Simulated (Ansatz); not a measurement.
**Bands of ZrS2**

```xyz
3
Lattice="3.6300 0.0000 0.0000 -1.8150 3.1437 0.0000 0.0000 0.0000 5.8500" Properties=species:S:1:pos:R:3 pbc="T T T"
Zr    0.0000    0.0000    0.0000
S     0.0000    2.0958    1.4578
S     1.8150    1.0479    4.3922
```

Atoms are numbered in the order listed.

The cell is COD entry 5910006, as deposited and not checked against the literature; nothing was relaxed.

All numbers below come from Ansatz 0.2.0, DFT, PBE, all-electron LAPW, scalar-relativistic.

Sampling and basis: a Γ-centred 10×10×5 k mesh, Fermi–Dirac smearing of 0.01 eV, basis error target 1 meV/atom, no spin polarisation.

Points in fractions of the reciprocal vectors of this cell: Γ (0, 0, 0), M (0.5, 0, 0), K (0.333, 0.333, 0), A (0, 0, 0.5), L (0.5, 0, 0.5), H (0.333, 0.333, 0.5). The path joins them by straight lines in the order Γ–M–K–Γ–A–L–H–A–L; legs that retrace an earlier one aren't tabulated. Energies are in eV from the top of the valence band.

Q: Metal or insulator at this level of theory?

A: An insulator or semiconductor: gap 0.80 eV, indirect from the line K (0.333, 0.333, 0)–Γ to L (0.5, 0, 0.5).

Q: Tabulate bands 24 to 31, counted from the lowest band of the run, along the path.

A: 
```json
{"k (1/Å)": "0.00", "point": "Γ", "band 24": "-2.84", "band 25": "-2.84", "band 26": "-0.11", "band 27": "-0.11", "band 28": "-0.01", "band 29": "1.54", "band 30": "1.54", "band 31": "2.25"}
{"k (1/Å)": "0.14", "point": "", "band 24": "-2.90", "band 25": "-2.80", "band 26": "-0.49", "band 27": "-0.28", "band 28": "0.00", "band 29": "1.61", "band 30": "1.74", "band 31": "2.31"}
{"k (1/Å)": "0.29", "point": "", "band 24": "-3.03", "band 25": "-2.72", "band 26": "-1.31", "band 27": "-0.62", "band 28": "-0.06", "band 29": "1.59", "band 30": "2.13", "band 31": "2.50"}
{"k (1/Å)": "0.43", "point": "", "band 24": "-3.14", "band 25": "-2.61", "band 26": "-2.19", "band 27": "-0.94", "band 28": "-0.32", "band 29": "1.44", "band 30": "2.52", "band 31": "2.78"}
{"k (1/Å)": "0.57", "point": "", "band 24": "-3.19", "band 25": "-2.88", "band 26": "-2.53", "band 27": "-1.15", "band 28": "-0.77", "band 29": "1.28", "band 30": "2.84", "band 31": "3.11"}
{"k (1/Å)": "0.71", "point": "", "band 24": "-3.17", "band 25": "-2.79", "band 26": "-2.51", "band 27": "-1.31", "band 28": "-1.25", "band 29": "1.13", "band 30": "3.08", "band 31": "3.43"}
{"k (1/Å)": "0.86", "point": "", "band 24": "-2.93", "band 25": "-2.55", "band 26": "-2.53", "band 27": "-1.78", "band 28": "-1.27", "band 29": "1.04", "band 30": "3.27", "band 31": "3.63"}
{"k (1/Å)": "1.00", "point": "M", "band 24": "-2.67", "band 25": "-2.61", "band 26": "-2.54", "band 27": "-1.95", "band 28": "-1.27", "band 29": "1.01", "band 30": "3.34", "band 31": "3.68"}
{"k (1/Å)": "1.08", "point": "", "band 24": "-2.82", "band 25": "-2.59", "band 26": "-2.42", "band 27": "-1.92", "band 28": "-1.39", "band 29": "1.11", "band 30": "3.33", "band 31": "3.65"}
{"k (1/Å)": "1.16", "point": "", "band 24": "-3.02", "band 25": "-2.55", "band 26": "-2.32", "band 27": "-1.82", "band 28": "-1.69", "band 29": "1.36", "band 30": "3.29", "band 31": "3.57"}
{"k (1/Å)": "1.25", "point": "", "band 24": "-3.19", "band 25": "-2.48", "band 26": "-2.26", "band 27": "-2.07", "band 28": "-1.69", "band 29": "1.65", "band 30": "3.25", "band 31": "3.44"}
{"k (1/Å)": "1.33", "point": "", "band 24": "-3.33", "band 25": "-2.55", "band 26": "-2.33", "band 27": "-2.22", "band 28": "-1.58", "band 29": "1.92", "band 30": "3.23", "band 31": "3.31"}
{"k (1/Å)": "1.41", "point": "", "band 24": "-3.43", "band 25": "-2.90", "band 26": "-2.27", "band 27": "-2.20", "band 28": "-1.52", "band 29": "2.12", "band 30": "3.21", "band 31": "3.22"}
{"k (1/Å)": "1.49", "point": "", "band 24": "-3.48", "band 25": "-3.24", "band 26": "-2.21", "band 27": "-2.18", "band 28": "-1.50", "band 29": "2.23", "band 30": "3.18", "band 31": "3.22"}
{"k (1/Å)": "1.58", "point": "K", "band 24": "-3.49", "band 25": "-3.49", "band 26": "-2.17", "band 27": "-2.17", "band 28": "-1.50", "band 29": "2.25", "band 30": "3.20", "band 31": "3.20"}
{"k (1/Å)": "1.74", "point": "", "band 24": "-3.40", "band 25": "-3.09", "band 26": "-2.28", "band 27": "-2.22", "band 28": "-1.44", "band 29": "2.20", "band 30": "3.06", "band 31": "3.31"}
{"k (1/Å)": "1.91", "point": "", "band 24": "-3.26", "band 25": "-2.89", "band 26": "-2.48", "band 27": "-2.23", "band 28": "-1.20", "band 29": "2.02", "band 30": "2.82", "band 31": "3.50"}
{"k (1/Å)": "2.07", "point": "", "band 24": "-3.26", "band 25": "-3.20", "band 26": "-2.38", "band 27": "-1.97", "band 28": "-0.83", "band 29": "1.85", "band 30": "2.55", "band 31": "3.52"}
{"k (1/Å)": "2.24", "point": "", "band 24": "-3.17", "band 25": "-2.77", "band 26": "-2.20", "band 27": "-1.47", "band 28": "-0.41", "band 29": "1.81", "band 30": "2.26", "band 31": "3.12"}
{"k (1/Å)": "2.40", "point": "", "band 24": "-3.07", "band 25": "-2.70", "band 26": "-1.48", "band 27": "-0.88", "band 28": "-0.10", "band 29": "1.84", "band 30": "1.96", "band 31": "2.65"}
{"k (1/Å)": "2.57", "point": "", "band 24": "-2.92", "band 25": "-2.79", "band 26": "-0.59", "band 27": "-0.35", "band 28": "0.00", "band 29": "1.68", "band 30": "1.73", "band 31": "2.33"}
{"k (1/Å)": "2.73", "point": "Γ", "band 24": "-2.84", "band 25": "-2.84", "band 26": "-0.11", "band 27": "-0.11", "band 28": "-0.01", "band 29": "1.54", "band 30": "1.54", "band 31": "2.25"}
{"k (1/Å)": "2.81", "point": "", "band 24": "-2.84", "band 25": "-2.84", "band 26": "-0.12", "band 27": "-0.12", "band 28": "-0.11", "band 29": "1.54", "band 30": "1.54", "band 31": "2.29"}
{"k (1/Å)": "2.88", "point": "", "band 24": "-2.83", "band 25": "-2.83", "band 26": "-0.36", "band 27": "-0.14", "band 28": "-0.14", "band 29": "1.54", "band 30": "1.54", "band 31": "2.39"}
{"k (1/Å)": "2.96", "point": "", "band 24": "-2.82", "band 25": "-2.82", "band 26": "-0.72", "band 27": "-0.17", "band 28": "-0.17", "band 29": "1.53", "band 30": "1.53", "band 31": "2.49"}
{"k (1/Å)": "3.04", "point": "", "band 24": "-2.81", "band 25": "-2.81", "band 26": "-1.11", "band 27": "-0.21", "band 28": "-0.21", "band 29": "1.52", "band 30": "1.52", "band 31": "2.58"}
{"k (1/Å)": "3.11", "point": "", "band 24": "-2.80", "band 25": "-2.80", "band 26": "-1.49", "band 27": "-0.24", "band 28": "-0.24", "band 29": "1.51", "band 30": "1.51", "band 31": "2.63"}
{"k (1/Å)": "3.19", "point": "", "band 24": "-2.80", "band 25": "-2.80", "band 26": "-1.81", "band 27": "-0.26", "band 28": "-0.26", "band 29": "1.51", "band 30": "1.51", "band 31": "2.66"}
{"k (1/Å)": "3.27", "point": "A", "band 24": "-2.79", "band 25": "-2.79", "band 26": "-1.94", "band 27": "-0.27", "band 28": "-0.27", "band 29": "1.51", "band 30": "1.51", "band 31": "2.67"}
{"k (1/Å)": "3.41", "point": "", "band 24": "-3.05", "band 25": "-2.76", "band 26": "-1.64", "band 27": "-0.62", "band 28": "-0.42", "band 29": "1.56", "band 30": "1.70", "band 31": "2.79"}
{"k (1/Å)": "3.55", "point": "", "band 24": "-3.22", "band 25": "-2.69", "band 26": "-1.38", "band 27": "-1.16", "band 28": "-0.71", "band 29": "1.54", "band 30": "2.12", "band 31": "3.06"}
{"k (1/Å)": "3.70", "point": "", "band 24": "-3.11", "band 25": "-2.61", "band 26": "-2.01", "band 27": "-0.96", "band 28": "-0.90", "band 29": "1.39", "band 30": "2.57", "band 31": "3.26"}
{"k (1/Å)": "3.84", "point": "", "band 24": "-3.33", "band 25": "-2.59", "band 26": "-2.18", "band 27": "-1.07", "band 28": "-0.87", "band 29": "1.18", "band 30": "2.92", "band 31": "3.32"}
{"k (1/Å)": "3.98", "point": "", "band 24": "-3.54", "band 25": "-2.64", "band 26": "-2.13", "band 27": "-1.05", "band 28": "-0.95", "band 29": "1.00", "band 30": "3.15", "band 31": "3.41"}
{"k (1/Å)": "4.12", "point": "", "band 24": "-3.46", "band 25": "-2.69", "band 26": "-2.28", "band 27": "-1.00", "band 28": "-0.89", "band 29": "0.86", "band 30": "3.29", "band 31": "3.57"}
{"k (1/Å)": "4.27", "point": "L", "band 24": "-3.36", "band 25": "-2.71", "band 26": "-2.42", "band 27": "-0.97", "band 28": "-0.82", "band 29": "0.80", "band 30": "3.33", "band 31": "3.67"}
{"k (1/Å)": "4.35", "point": "", "band 24": "-3.38", "band 25": "-2.69", "band 26": "-2.41", "band 27": "-1.08", "band 28": "-0.85", "band 29": "0.88", "band 30": "3.32", "band 31": "3.64"}
{"k (1/Å)": "4.43", "point": "", "band 24": "-3.42", "band 25": "-2.64", "band 26": "-2.40", "band 27": "-1.35", "band 28": "-0.94", "band 29": "1.09", "band 30": "3.29", "band 31": "3.55"}
{"k (1/Å)": "4.51", "point": "", "band 24": "-3.48", "band 25": "-2.56", "band 26": "-2.39", "band 27": "-1.67", "band 28": "-1.08", "band 29": "1.36", "band 30": "3.25", "band 31": "3.40"}
{"k (1/Å)": "4.60", "point": "", "band 24": "-3.53", "band 25": "-2.47", "band 26": "-2.46", "band 27": "-1.91", "band 28": "-1.28", "band 29": "1.65", "band 30": "3.19", "band 31": "3.21"}
{"k (1/Å)": "4.68", "point": "", "band 24": "-3.58", "band 25": "-2.71", "band 26": "-2.34", "band 27": "-1.98", "band 28": "-1.51", "band 29": "1.95", "band 30": "3.01", "band 31": "3.09"}
{"k (1/Å)": "4.76", "point": "", "band 24": "-3.61", "band 25": "-2.99", "band 26": "-2.21", "band 27": "-1.95", "band 28": "-1.74", "band 29": "2.23", "band 30": "2.84", "band 31": "2.97"}
{"k (1/Å)": "4.84", "point": "H", "band 24": "-3.63", "band 25": "-3.14", "band 26": "-2.12", "band 27": "-1.90", "band 28": "-1.90", "band 29": "2.36", "band 30": "2.83", "band 31": "2.83"}
{"k (1/Å)": "5.01", "point": "", "band 24": "-3.67", "band 25": "-2.78", "band 26": "-2.33", "band 27": "-1.86", "band 28": "-1.64", "band 29": "2.19", "band 30": "2.55", "band 31": "3.29"}
{"k (1/Å)": "5.17", "point": "", "band 24": "-3.76", "band 25": "-2.41", "band 26": "-2.32", "band 27": "-1.92", "band 28": "-1.24", "band 29": "2.10", "band 30": "2.31", "band 31": "3.52"}
{"k (1/Å)": "5.34", "point": "", "band 24": "-3.57", "band 25": "-2.43", "band 26": "-2.01", "band 27": "-1.93", "band 28": "-0.91", "band 29": "2.06", "band 30": "2.13", "band 31": "3.54"}
{"k (1/Å)": "5.50", "point": "", "band 24": "-3.17", "band 25": "-2.64", "band 26": "-1.85", "band 27": "-1.53", "band 28": "-0.82", "band 29": "2.00", "band 30": "2.03", "band 31": "3.48"}
{"k (1/Å)": "5.67", "point": "", "band 24": "-3.17", "band 25": "-2.69", "band 26": "-1.44", "band 27": "-1.10", "band 28": "-0.95", "band 29": "1.87", "band 30": "1.90", "band 31": "3.19"}
{"k (1/Å)": "5.83", "point": "", "band 24": "-3.11", "band 25": "-2.75", "band 26": "-1.57", "band 27": "-0.70", "band 28": "-0.48", "band 29": "1.63", "band 30": "1.70", "band 31": "2.83"}
{"k (1/Å)": "6.00", "point": "A", "band 24": "-2.79", "band 25": "-2.79", "band 26": "-1.94", "band 27": "-0.27", "band 28": "-0.27", "band 29": "1.51", "band 30": "1.51", "band 31": "2.67"}
```
